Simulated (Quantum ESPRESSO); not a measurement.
GaN:

```xyz
2
Lattice="0.0000 2.2535 2.2535 2.2535 0.0000 2.2535 2.2535 2.2535 0.0000" Properties=species:S:1:pos:R:3 pbc="T T T"
Ga    0.0000    0.0000    0.0000
N     1.1268    1.1268    1.1268
```

The cell is a database's computed one.

Base run:

```yaml
Program: Quantum ESPRESSO 7.5
Functional: BLYP
Potentials_or_basis: SG15 PBE 1.2
Cutoff: 1197 eV
Density_cutoff: 4789 eV
k_mesh: 10 × 10 × 10
Occupations: fermi-dirac, width 0.05 eV
Spin: no spin polarisation
```

Its results: band gap on the k mesh 1.87 eV, direct; pressure 10.5 GPa.

Task: The run is repeated on the same cell with these changes: functional from BLYP to EV93PW91. What comes out?

Result: Band gap on the k mesh 2.31 eV, direct; pressure 22.6 GPa.

Caveats: the potentials were made for another functional, which shifts forces and pressure; the potentials were made for a functional far from this one (some runs).
